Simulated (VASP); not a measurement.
# Sb in VASP: settings compared

The runs below take Sb through work function, with PBE, HSE06.

All numbers are computed with VASP 6.6.1; they aren't measurements. Logs are shortened: lines on timing, memory, paths and dates and some standing lists are left out, and cuts for length are marked.

## Step 1: The sheet as given

The cell holds a sheet with vacuum, 2 atoms: a = 4.074 Å, b = 4.074 Å, c = 17.650 Å, α = 90.00°, β = 90.00°, γ = 120.00°.

The cell was built by a generator and needn't be a form met in nature.

## Step 2: Work function, PBE

The input, INCAR:

```
PREC     = Accurate       # precision mode
ENCUT    = 520            # plane-wave cutoff, eV
EDIFF    = 1E-6           # SCF threshold, eV
ISMEAR   = 0              # smearing method
SIGMA    = 0.03           # smearing width, eV
LREAL    = False          # projectors in reciprocal space
LASPH    = True           # aspherical terms in the spheres
NELM     = 60             # most SCF steps
ALGO     = Normal         # electronic algorithm
ISIF     = 2              # what is computed and relaxed
LWAVE    = False          # write WAVECAR
LCHARG   = True           # write CHGCAR
LDIPOL   = True         
IDIPOL   = 3            
DIPOL    = 0.5 0.5 0.500
GGA      = PE             # functional
LVHAR    = True         
LVACPOTAV= True         
KPAR     = 4
```

The input, KPOINTS:

```
Automatic mesh
0
Gamma
  12 12 1
```

The input, POSCAR:

```
Sb                                      
1.0
    4.0737569013      0.0000000000      0.0000000000
   -2.0368784507      3.5279769679      0.0000000000
    0.0000000000      0.0000000000     17.6500000000
  Sb            
     2
Direct
     0.3333330000000032    0.6666669999999968    0.4536957422252333
     0.6666669999999968    0.3333330000000032    0.5463042577747665
```

Potentials or basis: VASP PAW PBE potentials, release 64 (Sb).

Run with:

```
cat potpaw_PBE.64/Sb/POTCAR > POTCAR
mpirun -np 4 vasp_std > vasp.out
```

OUTCAR:

```text
PREC = Accurate
   ENCUT = 520
   EDIFF = 1E-6
   ISMEAR = 0
   LREAL = False
   LASPH = True
   NELM = 60
   ISIF = 2
   GGA = PE

 ion  position               nearest neighbor table
   1  0.333  0.667  0.454-   2 2.86   2 2.86   2 2.86
   2  0.667  0.333  0.546-   1 2.86   1 2.86   1 2.86

  LATTYP: Found a hexagonal cell.
 ALAT       =     4.0737569013
 C/A-ratio  =     4.3326100275

  Lattice vectors:

 A1 = (   4.0737569013,   0.0000000000,   0.0000000000)
 A2 = (  -2.0368784507,   3.5279769679,   0.0000000000)
 A3 = (   0.0000000000,   0.0000000000,  17.6500000000)

Analysis of symmetry for initial positions (statically):
=====================================================================
 Subroutine PRICEL returns:
 Original cell was already a primitive cell.

 Routine SETGRP: Setting up the symmetry group for a
 hexagonal supercell.

 Subroutine GETGRP returns: Found 12 space group operations
 (whereof 12 operations were pure point group operations)
 out of a pool of 24 trial point group operations.

The static configuration has the point symmetry D_3d.

Analysis of symmetry for dynamics (positions and initial velocities):
=====================================================================
 Subroutine PRICEL returns:
 Original cell was already a primitive cell.

 Routine SETGRP: Setting up the symmetry group for a
 hexagonal supercell.

 Subroutine GETGRP returns: Found 12 space group operations
 (whereof 12 operations were pure point group operations)
 out of a pool of 24 trial point group operations.

The dynamic configuration has the point symmetry D_3d.

 Subroutine INISYM returns: Found 12 space group operations
 (whereof 12 operations are pure point group operations),
 and found     1 'primitive' translations

----------------------------------------------------------------------------------------

                                     Primitive cell

  volume of cell :     253.6679

  direct lattice vectors                    reciprocal lattice vectors
     4.073756901  0.000000000  0.000000000     0.245473656  0.141724281  0.000000000
    -2.036878451  3.527976968  0.000000000     0.000000000  0.283448562  0.000000000
     0.000000000  0.000000000 17.650000000     0.000000000  0.000000000  0.056657224

  length of vectors
     4.073756901  4.073756904 17.650000000     0.283448563  0.283448562  0.056657224

  position of ions in fractional coordinates (direct lattice)
     0.333333000  0.666667000  0.453695742
     0.666667000  0.333333000  0.546304258

  ion indices of the primitive-cell ions
   primitive index   ion index
                 1           1
                 2           2

----------------------------------------------------------------------------------------

 KPOINTS: Automatic mesh

Automatic generation of k-mesh.
 Grid dimensions read from file:
 generate k-points for:   12   12    1

 Generating k-lattice:

  Cartesian coordinates                     Fractional coordinates (reciprocal lattice)
     0.020456138  0.011810357  0.000000000     0.083333333  0.000000000  0.000000000
     0.000000000  0.023620714  0.000000000     0.000000000  0.083333333  0.000000000
     0.000000000  0.000000000  0.056657224     0.000000000  0.000000000  1.000000000

  Length of vectors
     0.023620714  0.023620714  0.056657224

  Shift w.r.t. Gamma in fractional coordinates (k-lattice)
     0.000000000  0.000000000  0.000000000

 Subroutine IBZKPT returns following result:
 ===========================================

 Found     19 irreducible k-points:

 Following reciprocal coordinates:
            Coordinates               Weight
  0.000000  0.000000  0.000000      1.000000
  0.083333  0.000000  0.000000      6.000000
  0.166667  0.000000  0.000000      6.000000
  0.250000  0.000000  0.000000      6.000000
  0.333333 -0.000000  0.000000      6.000000
  0.416667 -0.000000  0.000000      6.000000
[... 11 lines left out ...]
  0.333333  0.250000  0.000000     12.000000
  0.333333  0.333333  0.000000      2.000000
   k-points           NKPTS =     19   k-points in BZ     NKDIM =     19   number of bands    NBANDS=      9
   number of dos      NEDOS =    301   number of ions     NIONS =      2
   total plane-waves  NPLWV = 126000
   dimension x,y,z NGX =    30 NGY =   30 NGZ =  140
   dimension x,y,z NGXF=    60 NGYF=   60 NGZF=  280
   ions per type =               2
   NGX,Y,Z   is equivalent  to a cutoff of  12.24, 12.24, 13.19 a.u.
   NGXF,Y,Z  is equivalent  to a cutoff of  24.49, 24.49, 26.37 a.u.
 SYSTEM =  unknown system
   PREC   = accura    normal or accurate (medium, high low for compatibility)
   ISTART =      0    job   : 0-new  1-cont  2-samecut
   ICHARG =      2    charge: 1-file 2-atom 10-const
   ISPIN  =      1    spin polarized calculation?
   LNONCOLLINEAR =      F non collinear calculations
   LSORBIT =      F    spin-orbit coupling
   LASPH  =      T    aspherical Exc in radial PAW
   ENCUT  =  520.0 eV  38.22 Ry    6.18 a.u.   7.57  7.57 32.82*2*pi/ulx,y,z
   NELM   =     60;   NELMIN=  2; NELMDL= -5     # of ELM steps
   EDIFF  = 0.1E-05   stopping-criterion for ELM
   LREAL  =      F    real-space projection
[... 7 lines left out ...]
   TEBEG  =    0.0;   TEEND  =   0.0 temperature during run
   PSTRESS=    0.0 pullay stress
   NELECT =      10.0000    total number of electrons
   NUPDOWN=      -1.0000    fix difference up-down
   EMIN   =  10.00;   EMAX   =-10.00  energy-range for DOS
   EFERMI =   0.00;   METHOD = LEGACY
   ISMEAR =     0;   SIGMA  =   0.03  broadening in eV -4-tet -1-fermi 0-gaus
   EFERMI_NEDOS =   21; number of points for ismear=-14 and -15
   IALGO  =     38    algorithm
   IMIX   =      4    mixing-type and parameters
     AMIX     =   0.40;   BMIX     =  1.00
     AMIX_MAG =   1.60;   BMIX_MAG =  1.00
  volume/ion in A,a.u.               =     126.83       855.92
  Fermi-wavevector in a.u.,A,eV,Ry     =   0.557168  1.052895  4.223743  0.310436
  Thomas-Fermi vector in A             =   1.591648
   LORBIT       =      0    0 simple, 1 ext, 2 COOP (PROOUT), +10 PAW based schemes
   GGA     = PE    functional components
   LHFCALC =     F    Hartree Fock is set to
   AEXX    =    0.0000 exact exchange contribution
   IVDW    =     0    specifies the selected vdW correction
   LEPSILON=     F    determine dielectric tensor
   LRPA    =     F    only Hartree local field effects (RPA)
 non-spin polarized calculation
 Gauss-broadening in eV      SIGMA  =   0.03
  energy-cutoff  :      520.00
  volume of cell :      253.67
 maximum number of plane-waves:      6875
   NGX = 15   NGY = 15   NGZ = 65

 number of electron      10.0000000 magnetization

 dipolmoment           0.000000      0.000000     -0.000000 electrons x Angstroem

 Free energy of the ion-electron system (eV)
  ---------------------------------------------------
  ext. energy  EPLUGINS =         0.00000000
  ---------------------------------------------------
  free energy    TOTEN  =        -8.09937192 eV

  energy without entropy =       -8.09937192  energy(sigma->0) =       -8.09937192

 E-fermi :  -1.9371     XC(G=0):  -3.0667

 val. band max:       -2.0849427147   @ k =   0.0000   0.0000   0.0000
 cond. band min:      -0.8404170029   @ k =   0.3333  -0.0000   0.0000
 fundamental gap:      1.2445257118
 Fermi energy:        -1.9370817715

 k-point     1 :       0.0000    0.0000    0.0000
  band No.  band energies     occupation
      1     -13.5572      2.00000
      2      -8.4247      2.00000
      3      -2.7581      2.00000
      4      -2.0850      2.00000
      5      -2.0849      2.00000
      6      -0.4434      0.00000
      7       0.7467      0.00000
      8       0.7468      0.00000
      9       2.2038      0.00000

 k-point     2 :       0.0833    0.0000    0.0000
  band No.  band energies     occupation
      1     -13.4810      2.00000
      2      -8.4173      2.00000
      3      -2.8367      2.00000
      4      -2.7221      2.00000
      5      -2.2630      2.00000
      6       0.0489      0.00000
      7       0.6650      0.00000
      8       0.9194      0.00000
      9       2.3092      0.00000

 k-point     3 :       0.1667    0.0000    0.0000
  band No.  band energies     occupation
      1     -13.2547      2.00000
      2      -8.4311      2.00000
      3      -3.9505      2.00000
      4      -2.6564      2.00000
      5      -2.6469      2.00000
      6      -0.2963      0.00000
      7       1.2516      0.00000
      8       1.2798      0.00000
      9       2.5490      0.00000

 k-point     4 :       0.2500    0.0000    0.0000
  band No.  band energies     occupation
      1     -12.8870      2.00000
      2      -8.5823      2.00000
      3      -4.8156      2.00000
      4      -3.0722      2.00000
      5      -2.6617      2.00000
      6      -0.7506      0.00000
      7       1.4062      0.00000
      8       1.4808      0.00000
      9       2.7958      0.00000
[... 145 lines left out ...]
 k-point    17 :       0.2500    0.2500    0.0000
  band No.  band energies     occupation
      1     -11.6785      2.00000
      2      -9.6373      2.00000
      3      -5.2328      2.00000
      4      -4.6830      2.00000
      5      -3.1824      2.00000
      6      -0.1118      0.00000
      7       0.6603      0.00000
      8       1.8608      0.00000
      9       4.0419      0.00000

 k-point    18 :       0.3333    0.2500    0.0000
  band No.  band energies     occupation
      1     -11.1598      2.00000
      2     -10.1563      2.00000
      3      -5.5689      2.00000
      4      -4.3083      2.00000
      5      -3.5842      2.00000
      6      -0.4333      0.00000
      7       1.1377      0.00000
      8       1.6463      0.00000
      9       4.1805      0.00000

 k-point    19 :       0.3333    0.3333    0.0000
  band No.  band energies     occupation
      1     -10.6462      2.00000
      2     -10.6462      2.00000
      3      -5.7482      2.00000
      4      -3.9363      2.00000
      5      -3.9363      2.00000
      6      -0.6406      0.00000
      7       1.5271      0.00000
      8       1.5271      0.00000
      9       4.5081      0.00000

------------------------ aborting loop because EDIFF is reached ----------------------------------------

  FORCE on cell =-STRESS in cart. coord.  units (eV):
  Direction    XX          YY          ZZ          XY          YZ          ZX
  --------------------------------------------------------------------------------------
  -------------------------------------------------------------------------------------
  Total        0.5831116      0.5831116      0.4035534     -0.0000000     -0.0000000     -0.0000000
  in kB        3.6829576      3.6829576      2.5488606     -0.0000000     -0.0000000     -0.0000000
  external PRESSURE =       3.3049253 kB  Pullay stress =       0.0000000 kB

 VOLUME and BASIS-vectors are now :
 -----------------------------------------------------------------------------
  energy-cutoff  :      520.00
  volume of cell :      253.67
      direct lattice vectors                 reciprocal lattice vectors
     4.073756901  0.000000000  0.000000000     0.245473656  0.141724281  0.000000000
    -2.036878451  3.527976968  0.000000000     0.000000000  0.283448562  0.000000000
     0.000000000  0.000000000 17.650000000     0.000000000  0.000000000  0.056657224

 POSITION                                       TOTAL-FORCE (eV/Angst)
 -----------------------------------------------------------------------------------
     -0.00000      2.35199      8.00773        -0.000000      0.000000     -0.248244
      2.03688      1.17599      9.64227         0.000000      0.000000      0.248244
 -----------------------------------------------------------------------------------
    total drift:                                0.000000     -0.000000      0.000000

  FREE ENERGIE OF THE ION-ELECTRON SYSTEM (eV)
  ---------------------------------------------------
  free  energy   TOTEN  =        -8.0993719164 eV

  energy  without entropy=       -8.0993719164  energy(sigma->0) =       -8.09937192

 vacuum level on the upper side and lower side of the slab         2.721         2.721
```

It took 31 s on 4 MPI ranks of Intel Xeon Platinum 8488C (Sapphire Rapids), shared host; peak memory 0.36 GiB.

What came out:

```yaml
Free_energy: -8.0994 eV
Largest_force: 0.248 eV/Å
Band_gap_on_the_k_mesh: 1.24 eV, indirect (least direct gap 1.64 eV)
Ionisation_potential_of_the_upper_face: 4.81 eV
```

Forces in eV/Å, atoms in the order of the input:
```
Sb   0.000  0.000 -0.248
Sb   0.000  0.000  0.248
```

Caveat: spin-orbit coupling is left out, which moves the levels of the heavy elements. PBE gaps usually lie below the measured ones, often by a third to a half.

[end of part 1 of 3]
